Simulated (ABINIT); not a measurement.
**AlN (P6_3mc): G0W0 in ABINIT against the plane-wave cutoff**

Wanted: the cheapest plane-wave cutoff that holds the gap of AlN (P6_3mc).

Calculated with ABINIT 10.8.3; PBE and many-body steps on it, plane waves.

The database entry behind the starting cell differs from later determinations by our own check (inner coordinate u about 0.002 short), so it need not match the best structure at ambient conditions.

### Step 1. Set-up

Symmetry: P6_3mc, No. 186, hexagonal system. The conventional cell has a = 3.113 Å, b = 3.113 Å, c = 4.981 Å, α = 90.00°, β = 90.00°, γ = 120.00°. Nearest to Al lie 4 N at 1.89 Å. N has 4 Al at 1.89 Å nearest. Farther neighbours and most contacts between anions are not listed.

The cell and positions come from the Crystallography Open Database and are kept as given unless a step says otherwise.

### Step 2. Empty states on the mesh, 6×6×4 mesh, 284 bands

This step: ABINIT 10.8.3; DFT, PBE, plane waves, norm-conserving pseudopotentials.

The sums over transitions need many empty states on a uniform mesh; this step solves for them.

run.abi

```
acell 3*1.0 Angstrom
rprim 
  3.113000000011 -0.000000000003 0.000000000000
  -1.556500000003 2.695937081992 0.000000000000
  0.000000000000 0.000000000000 4.981000000000
ntypat 2
znucl 13 7
natom 4
typat 1 1 2 2
xred 
  0.333333333333 0.666666666667 0.000000000000
  0.666666666667 0.333333333333 0.500000000000
  0.333333333333 0.666666666667 0.380000000000
  0.666666666667 0.333333333333 0.880000000000
pp_dirpath "pseudos"
pseudos "Al.upf, N.upf"
ecut 36
ngkpt 6 6 4
nshiftk 1
shiftk 0 0 0
kptopt 1
chksymbreak 0
irdden 1
istwfk *1
nband 284
prtvol 0
optdriver 6
gwr_task "HDIAGO"
paral_kgb 0
occopt 1
indata_prefix "in"
outdata_prefix "out"
tmpdata_prefix "tmp"
```

Launch:

```sh
$ OMP_NUM_THREADS=1 mpirun -n 4 abinit run.abi > log
```

Numbers of over 12 decimals in the logs are rounded to 6 here.

What it wrote:

```text
.Version 10.8.3 of ABINIT. v10.8.2 released Aug 2026.

 Symmetries : space group P6_3 m c (#186); Bravais hP (primitive hexag.)
[... echo of the input left out ...]
== DATASET  1 ==================================================================
-   mpi_nproc: 4, omp_nthreads: 1 (-1 if OMP is not activated)

--- !DatasetInfo
iteration_state: {dtset: 1, }
dimensions: {natom: 4, nkpt: 21, mband: 284, nsppol: 1, nspinor: 1, nspden: 1, mpw: 2934, }
cutoff_energies: {ecut:  36.0, pawecutdg:  -1.0, }
[...]
Direct band gap semiconductor
 Fundamental gap:     4.220 (eV)
   VBM:     5.314 (eV) at k: [ 0.0000E+00,  0.0000E+00,  0.0000E+00]
   CBM:     9.535 (eV) at k: [ 0.0000E+00,  0.0000E+00,  0.0000E+00]
 Direct gap:         4.220 (eV) at k: [ 0.0000E+00,  0.0000E+00,  0.0000E+00]

== END DATASET(S) ==============================================================
================================================================================

 -outvars: echo values of variables after computation  --------
           etotal      0.0000000000E+00
            nband         284
             nkpt          21
          spgroup         186
 [... the other variables as echoed above ...]

 Calculation completed.
```

Wall time 1.7 min (4 MPI ranks of Intel Xeon Platinum 8375C at 2.90GHz (Ice Lake), shared host); peak memory 2.1 GiB; 6.7 min of CPU time.

Numbers from this step:

```
gap                                                           : 4.220 eV
k of the valence top                                          : 0, 0, 0
k of the conduction bottom                                    : 0, 0, 0
least direct gap                                              : 4.220 eV
k points computed                                             : 21
lowest point of the top converged band, above the valence top : 181.8091 eV
```

On this mesh the gap is 4.220 eV.

The density comes from a self-consistent run that is not shown.

### Step 3. Empty states on the mesh, 6×6×4 mesh, 83 bands

Edit run.abi of step 2 so:

```diff
@@ -16,3 +16,3 @@
 pseudos "Al.upf, N.upf"
-ecut 36
+ecut 22
 ngkpt 6 6 4
@@ -24,3 +24,3 @@
 istwfk *1
-nband 284
+nband 83
 prtvol 0
```

What it wrote:

```text
[banner, memory and clock lines left out]
.Version 10.8.3 of ABINIT. v10.8.2 released Aug 2026.

 Symmetries : space group P6_3 m c (#186); Bravais hP (primitive hexag.)
[... echo of the input left out ...]
== DATASET  1 ==================================================================
-   mpi_nproc: 4, omp_nthreads: 1 (-1 if OMP is not activated)

--- !DatasetInfo
iteration_state: {dtset: 1, }
dimensions: {natom: 4, nkpt: 21, mband: 83, nsppol: 1, nspinor: 1, nspden: 1, mpw: 1412, }
cutoff_energies: {ecut:  22.0, pawecutdg:  -1.0, }
[...]
Integrated=    1.6000E+01

 === KS gaps after direct diagonalization ===
 Direct band gap semiconductor
 Fundamental gap:     4.165 (eV)
   VBM:     5.347 (eV) at k: [ 0.0000E+00,  0.0000E+00,  0.0000E+00]
   CBM:     9.512 (eV) at k: [ 0.0000E+00,  0.0000E+00,  0.0000E+00]
 Direct gap:         4.165 (eV) at k: [ 0.0000E+00,  0.0000E+00,  0.0000E+00]

== END DATASET(S) ==============================================================

 -outvars: echo values of variables after computation  --------
           etotal      0.0000000000E+00
            nband          83
             nkpt          21
          spgroup         186
 [... the other variables as echoed above ...]

 Calculation completed.
```

It took 12 s on 4 MPI ranks; peak memory 0.67 GiB.

This step gave:

```yaml
gap: 4.165 eV
k_of_the_valence_top: 0, 0, 0
k_of_the_conduction_bottom: 0, 0, 0
least_direct_gap: 4.165 eV
k_points_computed: 21
lowest_point_of_the_top_converged_band_above_the_valence_top: 68.0784 eV
```

On this mesh the gap is 4.165 eV.

### Step 4. Empty states on the mesh, 6×6×4 mesh, 83 bands

Edit run.abi of step 3 so:

```diff
@@ -16,3 +16,3 @@
 pseudos "Al.upf, N.upf"
-ecut 22
+ecut 29
 ngkpt 6 6 4
```

What it wrote:

```text
[banner, memory and clock lines left out]
.Version 10.8.3 of ABINIT. v10.8.2 released Aug 2026.

 Symmetries : space group P6_3 m c (#186); Bravais hP (primitive hexag.)
[... echo of the input left out ...]
== DATASET  1 ==================================================================
-   mpi_nproc: 4, omp_nthreads: 1 (-1 if OMP is not activated)

--- !DatasetInfo
iteration_state: {dtset: 1, }
dimensions: {natom: 4, nkpt: 21, mband: 83, nsppol: 1, nspinor: 1, nspden: 1, mpw: 2127, }
cutoff_energies: {ecut:  29.0, pawecutdg:  -1.0, }
[...]
Integrated=    1.6000E+01

 === KS gaps after direct diagonalization ===
 Direct band gap semiconductor
 Fundamental gap:     4.213 (eV)
   VBM:     5.319 (eV) at k: [ 0.0000E+00,  0.0000E+00,  0.0000E+00]
   CBM:     9.532 (eV) at k: [ 0.0000E+00,  0.0000E+00,  0.0000E+00]
 Direct gap:         4.213 (eV) at k: [ 0.0000E+00,  0.0000E+00,  0.0000E+00]

== END DATASET(S) ==============================================================

 -outvars: echo values of variables after computation  --------
           etotal      0.0000000000E+00
            nband          83
             nkpt          21
          spgroup         186
 [... the other variables as echoed above ...]

 Calculation completed.
```

Elapsed: 34 s, on 4 MPI ranks; peak memory 1.2 GiB; 2.2 min of CPU time.

This step gave:

```
gap                                                           : 4.213 eV
k of the valence top                                          : 0, 0, 0
k of the conduction bottom                                    : 0, 0, 0
least direct gap                                              : 4.213 eV
k points computed                                             : 21
lowest point of the top converged band, above the valence top : 68.0982 eV
```

On this mesh the gap is 4.213 eV.

### Step 5. Empty states on the mesh, 6×6×4 mesh, 81 bands

Edit run.abi of step 4 so:

```diff
@@ -16,3 +16,3 @@
 pseudos "Al.upf, N.upf"
-ecut 29
+ecut 45
 ngkpt 6 6 4
@@ -22,10 +22,10 @@
 chksymbreak 0
+iscf -2
 irdden 1
 istwfk *1
-nband 83
+nband 81
+nbdbuf 6
+tolwfr 1e-09
+nstep 60
 prtvol 0
-optdriver 6
-gwr_task "HDIAGO"
-paral_kgb 0
-occopt 1
 indata_prefix "in"
```

What it wrote:

```text
.Version 10.8.3 of ABINIT. v10.8.2 released Aug 2026.

 Symmetries : space group P6_3 m c (#186); Bravais hP (primitive hexag.)
[... echo of the input left out ...]
== DATASET  1 ==================================================================
-   mpi_nproc: 4, omp_nthreads: 1 (-1 if OMP is not activated)

--- !DatasetInfo
iteration_state: {dtset: 1, }
dimensions: {natom: 4, nkpt: 21, mband: 81, nsppol: 1, nspinor: 1, nspden: 1, mpw: 4116, }
cutoff_energies: {ecut:  45.0, pawecutdg:  -1.0, }
[...]
2.52928    2.52928    2.53201    2.53201    2.60203    2.60203    2.62071    2.67109
   2.68290    2.68290    2.71163    2.71163    2.74081    2.83194    2.83206    2.85353
   2.87963
 prteigrs : prtvol=0 or 1, do not print more k-points.

== END DATASET(S) ==============================================================
================================================================================

 -outvars: echo values of variables after computation  --------
            nband          81
             nkpt          21
          spgroup         186
 [... the other variables as echoed above ...]

 Calculation completed.
```

Wall time 48 s (4 MPI ranks); peak memory 0.4 GiB.

This step gave:

```
gap                                                           : 4.220 eV
k of the valence top                                          : 0, 0, 0
k of the conduction bottom                                    : 0, 0, 0
least direct gap                                              : 4.220 eV
k points computed                                             : 21
lowest point of the top converged band, above the valence top : 68.0927 eV
```

On this mesh the gap is 4.220 eV.

### Step 6. Screening, 6×6×4 mesh, 75 bands, screening to 163.3 eV

The RPA dielectric matrix is built and inverted for each q.

This step: RPA screening on PBE, plane waves, norm-conserving pseudopotentials.

Edit run.abi of step 5 so:

```diff
@@ -16,3 +16,3 @@
 pseudos "Al.upf, N.upf"
-ecut 45
+ecut 22
 ngkpt 6 6 4
@@ -22,10 +22,11 @@
 chksymbreak 0
-iscf -2
-irdden 1
 istwfk *1
-nband 81
-nbdbuf 6
-tolwfr 1e-09
-nstep 60
-prtvol 0
+occopt 1
+irdwfk 1
+optdriver 3
+nband 75
+ecuteps 6
+inclvkb 2
+awtr 1
+symchi 1
 indata_prefix "in"
```

What it wrote:

```text
.Version 10.8.3 of ABINIT. v10.8.2 released Aug 2026.

 Symmetries : space group P6_3 m c (#186); Bravais hP (primitive hexag.)
[... echo of the input left out ...]
== DATASET  1 ==================================================================
-   mpi_nproc: 4, omp_nthreads: 1 (-1 if OMP is not activated)

--- !DatasetInfo
iteration_state: {dtset: 1, }
dimensions: {natom: 4, nkpt: 21, mband: 75, nsppol: 1, nspinor: 1, nspden: 1, mpw: 1412, }
cutoff_energies: {ecut:  22.0, pawecutdg:  -1.0, }
electrons: {nelect:   1.60000000E+01, charge:   0.00000000E+00, occopt:   1.00000000E+00, tsmear:   1.00000000E-02, }

 SCREENING: Calculation of the susceptibility and dielectric matrices

 Based on a program developped by R.W. Godby, V. Olevano, G. Onida, and L. Reining.
 Incorporated in ABINIT by V. Olevano, G.-M. Rignanese, and M. Torrent.
.Using double precision arithmetic ; gwpc =  8

[... cell and pseudopotentials left out ...]
--------------------------------------------------------------------------------

 ==== K-mesh for the wavefunctions ====
 Number of points in the irreducible wedge :    21
[... list of points left out ...]
 Together with 12 symmetry operations and time-reversal symmetry
 yields   144 points in the full Brillouin Zone.

 ==== Q-mesh for the screening function ====
 Number of points in the irreducible wedge :    21
[... list of points left out ...]
 Together with 12 symmetry operations and time-reversal symmetry
 yields   144 points in the full Brillouin Zone.

 setmesh: FFT mesh size selected  =    18x   18x   30
          total number of points  =         9720

 vcoul_init : cutoff-mode = AUXILIARY_FUNCTION
 q-points for optical limit:   1
     1)      0.000010    0.000020    0.000030

- screening: taking advantage of time-reversal symmetry
- Maximum band index for partially occupied states nbvw = 8
- Remaining bands to be divided among processors   nbcw = 67
- Number of bands treated by each node ~16

 Number of electrons calculated from density =   16.0000; Expected =   16.0000
 average of density, n =  0.056718
 r_s =    1.6146
 omega_plasma =   22.9728 [eV]

 calculating chi0 at frequencies [eV] :
  1    0.000000E+00    0.000000E+00
  2    0.000000E+00    2.297283E+01

--------------------------------------------------------------------------------
  q-point number  1        q = ( 0.000000, 0.000000, 0.000000) [r.l.u.]
--------------------------------------------------------------------------------
[... chi0 elements left out ...]
 For q-point:  0.000010 0.000020 0.000030
  dielectric constant =   4.2483
  dielectric constant without local fields =   4.6800

  Average fulfillment of the sum rule on Im[epsilon] for q-point    1 :     72.76  [%]
[... wings left out ...]
  q-point number  2        q = ( 0.166667, 0.000000, 0.000000) [r.l.u.]
--------------------------------------------------------------------------------
[... chi0 elements left out ...]
  Average fulfillment of the sum rule on Im[epsilon] for q-point    2 :     85.05  [%]

 [... 19 further q-points ...]
```

Wall time 42 s (4 MPI ranks); peak memory 0.67 GiB; 2.8 min of CPU time.

Numbers from this step:

* ε∞ with local fields, on this mesh, along the program's q direction: 4.248
* the same without local fields: 4.68
* plasma frequency: 22.97 eV
* plane waves in the screening matrix: 197

Local fields lower ε∞ by 9 %.

### Step 7. 22 Ha

This step: G0W0 on PBE, plane waves, norm-conserving pseudopotentials.

Edit run.abi of step 6 so:

```diff
@@ -25,8 +25,15 @@
 irdwfk 1
-optdriver 3
+optdriver 4
 nband 75
+gwcalctyp 0
+ecutsigx 22
+symsigma 1
+nkptgw 1
+kptgw 
+  0.0000000000 0.0000000000 0.0000000000
+bdgw 
+  6 10
 ecuteps 6
-inclvkb 2
-awtr 1
-symchi 1
+irdscr 1
+ppmodel 1
 indata_prefix "in"
```

What it wrote:

```text
.Version 10.8.3 of ABINIT. v10.8.2 released Aug 2026.

 Symmetries : space group P6_3 m c (#186); Bravais hP (primitive hexag.)
[... echo of the input left out ...]
== DATASET  1 ==================================================================
-   mpi_nproc: 4, omp_nthreads: 1 (-1 if OMP is not activated)

--- !DatasetInfo
iteration_state: {dtset: 1, }
dimensions: {natom: 4, nkpt: 21, mband: 75, nsppol: 1, nspinor: 1, nspden: 1, mpw: 1412, }
cutoff_energies: {ecut:  22.0, pawecutdg:  -1.0, }
electrons: {nelect:   1.60000000E+01, charge:   0.00000000E+00, occopt:   1.00000000E+00, tsmear:   1.00000000E-02, }

 SIGMA: Calculation of the GW corrections

 Based on a program developped by R.W. Godby, V. Olevano, G. Onida, and L. Reining.
 Incorporated in ABINIT by V. Olevano, G.-M. Rignanese, and M. Torrent.
.Using double precision arithmetic ; gwpc =  8

[... cell and pseudopotentials left out ...]
--------------------------------------------------------------------------------

 ==== K-mesh for the wavefunctions ====
 Number of points in the irreducible wedge :    21
[... list of points left out ...]
 Together with 12 symmetry operations and time-reversal symmetry
 yields   144 points in the full Brillouin Zone.

 ==== Q-mesh for screening function ====
 Number of points in the irreducible wedge :    21
[... list of points left out ...]
 Together with 12 symmetry operations and time-reversal symmetry
 yields   144 points in the full Brillouin Zone.

 vcoul_init : cutoff-mode = AUXILIARY_FUNCTION
 q-points for optical limit:   1
     1)      0.000010    0.000020    0.000030
 setmesh: FFT mesh size selected  =    24x   24x   40
          total number of points  =        23040

 Number of electrons calculated from density =   16.0000; Expected =   16.0000
 average of density, n =  0.056718
 r_s =    1.6146
 omega_plasma =   22.9728 [eV]

 === KS Band Gaps ===
  >>>> For spin  1
   Minimum direct gap =   4.1653 [eV], located at k-point      :   0.0000  0.0000  0.0000
   Fundamental gap    =   4.1653 [eV], Top of valence bands at :   0.0000  0.0000  0.0000
                                       Bottom of conduction at :   0.0000  0.0000  0.0000
 SIGMA fundamental parameters:
 PLASMON POLE MODEL  1
 number of plane-waves for SigmaX                 1387
 number of plane-waves for SigmaC and W            197
 number of plane-waves for wavefunctions          1387
 number of bands                                    75
 number of independent spin polarizations            1
 number of spinorial components                      1
 number of k-points in IBZ                          21
 number of q-points in IBZ                          21
 number of symmetry operations                      12
 number of k-points in BZ                          144
 number of q-points in BZ                          144
 number of frequencies for dSigma/dE                 9
 frequency step for dSigma/dE [eV]                0.25
 number of omega for Sigma on real axis              0
 max omega for Sigma on real axis  [eV]           0.00
 zcut for avoiding poles [eV]                     0.10

 EPSILON^-1 parameters (SCR file):
 dimension of the eps^-1 matrix on file            197
 dimension of the eps^-1 matrix used               197
 number of plane-waves for wavefunctions          1387
 number of bands                                    75
 number of q-points in IBZ                          21
 number of frequencies                               2
 number of real frequencies                          1
 number of imag frequencies                          1

 matrix elements of self-energy operator (all in [eV])

 Perturbative Calculation

--- !SelfEnergy_ee
iteration_state: {dtset: 1, }
kpoint     : [   0.000,    0.000,    0.000, ]
spin       : 1
KS_gap     :    4.165
QP_gap     :    5.438
Delta_QP_KS:    1.272
data: !SigmaeeData |
     Band     E0 <VxcDFT>   SigX SigC(E0)      Z dSigC/dE  Sig(E)    E-E0       E
        6   5.155 -16.929 -20.931   3.332   0.790  -0.265 -17.458  -0.530   4.625
        7   5.155 -16.929 -20.931   3.332   0.790  -0.265 -17.458  -0.530   4.625
        8   5.347 -17.034 -20.958   3.292   0.791  -0.264 -17.534  -0.500   4.847
        9   9.512 -12.482  -8.024  -3.516   0.820  -0.220 -11.709   0.773  10.285
       10  11.989 -10.819  -5.791  -4.067   0.828  -0.207 -10.023   0.796  12.784

== END DATASET(S) ==============================================================
================================================================================

 -outvars: echo values of variables after computation  --------
           etotal      0.0000000000E+00
            nband          75
             nkpt          21
          spgroup         186
 [... the other variables as echoed above ...]

 Calculation completed.
```

It took 5.5 s on 4 MPI ranks; peak memory 0.58 GiB; 21 s of CPU time.

This step gave:

```
G0W0 gap on the points computed              : 5.438 eV
starting gap on the mesh                     : 4.165 eV
k of the valence top                         : 0, 0, 0
k of the conduction bottom                   : 0, 0, 0
Z at the valence top                         : 0.791
Z at the conduction bottom                   : 0.82
least direct G0W0 gap on the computed points : 5.438 eV
```

[end of part 1 of 2]

[Paths, hosts, dates, memory and timing lines, banners, echoed tables and standing remarks are left out of the program output.]

[Logs are printed without paths, hosts, clocks, repeated set-up lines and the standing remarks that a program may print on its own settings, such as how far it seeks lower states.]

[Runs of the session that timed out or met a known fault of the program may be left out.]

[Hosts, paths, dates, database ids (printed as entryN), source tags and the programs' standing remarks are cut or masked in the printed files.]

[G0W0 gaps are taken among the corrected bands and points alone; a level outside them can change the order at an edge.]

[Where Ansatz stands beside ABINIT at settings called matched, ABINIT's density can come from a denser mesh and the files from another edition; pairs whose starting gaps differed by over 0.03 eV were left out, so agreement reads better than it is.]
